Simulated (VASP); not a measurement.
Wanted: the native input for a VASP 6.6.1 run.

- Task: band structure
- Functional: LDA
- Potentials or basis: VASP PAW LDA potentials, release 64 (Ta_pv, As)
- Cutoff: 520 eV
- k mesh: 16 × 16 × 16
- Occupations: methfessel-paxton, width 0.1 eV
- Spin: no spin polarisation
- Further INCAR settings: ALGO = Fast; EDIFF = 1e-06; NBANDS = 24

The structure of TaAs lies in POSCAR:

```
TaAs                                    
1.0
   -1.7058239117      1.7058239117      5.7661382993
    1.7058239117     -1.7058239117      5.7661382993
    1.7058239117      1.7058239117     -5.7661382993
  Ta              As            
     2     2
Direct
     0.5003173321282475    0.0003173321282475    0.5000000000000000
     0.7503173321282475    0.7503173321282475    0.0000000000000000
     0.0822820878717536    0.5822820878717536    0.5000000000000000
     0.3322820878717536    0.3322820878717536    0.0000000000000000
```

The cell is a database's computed one.

One way to write it, as run:

INCAR

```
SYSTEM = TaAs
ALGO = Fast
EDIFF = 1E-6
ENCUT = 520
GGA = CA
ICORELEVEL = 1
ISIF = 2
ISMEAR = 1
KPAR = 2
LASPH = .TRUE.
LCHARG = .FALSE.
LMAXMIX = 4
LREAL = .FALSE.
LWAVE = .FALSE.
NBANDS = 24
NELM = 80
PREC = Accurate
SIGMA = 0.1
```

KPOINTS

```
k-points
0
G
  16 16 16
  0 0 0
```

KPOINTS_OPT

```
explicit points
118
Reciprocal
 0.0000000000  0.0000000000  0.0000000000 1
-0.0555555556  0.0555555556  0.0000000000 1
-0.1111111111  0.1111111111  0.0000000000 1
-0.1666666667  0.1666666667  0.0000000000 1
-0.2222222222  0.2222222222  0.0000000000 1
-0.2777777778  0.2777777778  0.0000000000 1
-0.3333333333  0.3333333333  0.0000000000 1
-0.3888888889  0.3888888889  0.0000000000 1
-0.4444444444  0.4444444444  0.0000000000 1
-0.5000000000  0.5000000000  0.0000000000 1
-0.5000000000  0.5000000000  0.0000000000 1
-0.5000000000  0.5000000000 -0.0047833051 1
-0.5000000000  0.5000000000 -0.0095666102 1
-0.5000000000  0.5000000000 -0.0143499154 1
-0.5000000000  0.5000000000 -0.0191332205 1
-0.5000000000  0.5000000000 -0.0239165256 1
-0.5000000000  0.5000000000 -0.0286998307 1
-0.5000000000  0.5000000000 -0.0334831359 1
-0.5000000000  0.5000000000 -0.0382664410 1
-0.5000000000  0.5000000000 -0.0430497461 1
-0.5000000000  0.5000000000 -0.0430497461 1
-0.4746138748  0.4746138748 -0.0684358713 1
-0.4492277496  0.4492277496 -0.0938219965 1
-0.4238416243  0.4238416243 -0.1192081217 1
-0.3984554991  0.3984554991 -0.1445942469 1
-0.3730693739  0.3730693739 -0.1699803722 1
-0.3476832487  0.3476832487 -0.1953664974 1
-0.3222971234  0.3222971234 -0.2207526226 1
-0.2969109982  0.2969109982 -0.2461387478 1
-0.2715248730  0.2715248730 -0.2715248730 1
-0.2715248730  0.2715248730 -0.2715248730 1
-0.2413554427  0.2413554427 -0.2413554427 1
-0.2111860123  0.2111860123 -0.2111860123 1
-0.1810165820  0.1810165820 -0.1810165820 1
-0.1508471517  0.1508471517 -0.1508471517 1
-0.1206777213  0.1206777213 -0.1206777213 1
-0.0905082910  0.0905082910 -0.0905082910 1
-0.0603388607  0.0603388607 -0.0603388607 1
-0.0301694303  0.0301694303 -0.0301694303 1
 0.0000000000  0.0000000000  0.0000000000 1
 0.0000000000  0.0000000000  0.0000000000 1
 0.0555555556  0.0555555556 -0.0555555556 1
 0.1111111111  0.1111111111 -0.1111111111 1
 0.1666666667  0.1666666667 -0.1666666667 1
 0.2222222222  0.2222222222 -0.2222222222 1
 0.2777777778  0.2777777778 -0.2777777778 1
 0.3333333333  0.3333333333 -0.3333333333 1
 0.3888888889  0.3888888889 -0.3888888889 1
 0.4444444444  0.4444444444 -0.4444444444 1
 0.5000000000  0.5000000000 -0.5000000000 1
 0.5000000000  0.5000000000 -0.5000000000 1
 0.4746138748  0.5253861252 -0.5253861252 1
 0.4492277496  0.5507722504 -0.5507722504 1
 0.4238416243  0.5761583757 -0.5761583757 1
 0.3984554991  0.6015445009 -0.6015445009 1
 0.3730693739  0.6269306261 -0.6269306261 1
 0.3476832487  0.6523167513 -0.6523167513 1
 0.3222971234  0.6777028766 -0.6777028766 1
 0.2969109982  0.7030890018 -0.7030890018 1
 0.2715248730  0.7284751270 -0.7284751270 1
 0.2715248730  0.7284751270 -0.7284751270 1
 0.2413554427  0.7030890018 -0.7030890018 1
 0.2111860123  0.6777028766 -0.6777028766 1
 0.1810165820  0.6523167513 -0.6523167513 1
 0.1508471517  0.6269306261 -0.6269306261 1
 0.1206777213  0.6015445009 -0.6015445009 1
 0.0905082910  0.5761583757 -0.5761583757 1
 0.0603388607  0.5507722504 -0.5507722504 1
 0.0301694303  0.5253861252 -0.5253861252 1
 0.0000000000  0.5000000000 -0.5000000000 1
 0.0000000000  0.5000000000 -0.5000000000 1
-0.0277777778  0.5277777778 -0.4722222222 1
-0.0555555556  0.5555555556 -0.4444444444 1
-0.0833333333  0.5833333333 -0.4166666667 1
-0.1111111111  0.6111111111 -0.3888888889 1
-0.1388888889  0.6388888889 -0.3611111111 1
-0.1666666667  0.6666666667 -0.3333333333 1
-0.1944444444  0.6944444444 -0.3055555556 1
-0.2222222222  0.7222222222 -0.2777777778 1
-0.2500000000  0.7500000000 -0.2500000000 1
-0.2500000000  0.7500000000 -0.2500000000 1
-0.2174389171  0.7729944727 -0.2777777778 1
-0.1848778342  0.7959889453 -0.3055555556 1
-0.1523167513  0.8189834180 -0.3333333333 1
-0.1197556684  0.8419778906 -0.3611111111 1
-0.0871945855  0.8649723633 -0.3888888889 1
-0.0546335026  0.8879668359 -0.4166666667 1
-0.0220724197  0.9109613086 -0.4444444444 1
 0.0104886632  0.9339557812 -0.4722222222 1
 0.0430497461  0.9569502539 -0.5000000000 1
 0.0430497461  0.9569502539 -0.5000000000 1
 0.0938219965  0.9061780035 -0.5000000000 1
 0.1445942470  0.8554057530 -0.5000000000 1
 0.1953664974  0.8046335026 -0.5000000000 1
 0.2461387478  0.7538612522 -0.5000000000 1
 0.2969109983  0.7030890017 -0.5000000000 1
 0.3476832487  0.6523167513 -0.5000000000 1
 0.3984554991  0.6015445009 -0.5000000000 1
 0.4492277496  0.5507722504 -0.5000000000 1
 0.5000000000  0.5000000000 -0.5000000000 1
-0.5000000000  0.5000000000  0.0000000000 1
-0.4722222222  0.5277777778 -0.0277777778 1
-0.4444444444  0.5555555556 -0.0555555556 1
-0.4166666667  0.5833333333 -0.0833333333 1
-0.3888888889  0.6111111111 -0.1111111111 1
-0.3611111111  0.6388888889 -0.1388888889 1
-0.3333333333  0.6666666667 -0.1666666667 1
-0.3055555556  0.6944444444 -0.1944444444 1
-0.2777777778  0.7222222222 -0.2222222222 1
-0.2500000000  0.7500000000 -0.2500000000 1
 0.0000000000  0.0000000000  0.0000000000 1
 0.0000000000  0.5000000000  0.0000000000 1
 0.2500000000  0.2500000000  0.2500000000 1
-0.2715248730  0.2715248730  0.2715248730 1
 0.2715248730  0.7284751270 -0.2715248730 1
 0.0000000000  0.0000000000  0.5000000000 1
-0.0430497461  0.0430497461  0.5000000000 1
 0.5000000000  0.5000000000 -0.0430497461 1
```

Potentials or basis: VASP PAW LDA potentials, release 64 (Ta_pv, As).

Launch:

```bash
$ cat potpaw_LDA.64/Ta_pv/POTCAR potpaw_LDA.64/As/POTCAR > POTCAR
$ mpirun -np 2 vasp_std > vasp.out
```

Results of the run:

| Property | Result |
| --- | --- |
| Pressure | 0.0 GPa |
| Band gap along the path | none (metal or under the smearing width) |

Caveat: spin-orbit coupling is left out, which moves the levels of the heavy elements.

Run time: 14 min on 2 MPI ranks on Intel(R) Xeon(R) Platinum 8488C (Sapphire Rapids) (shared host), peak memory 0.86 GiB a rank.
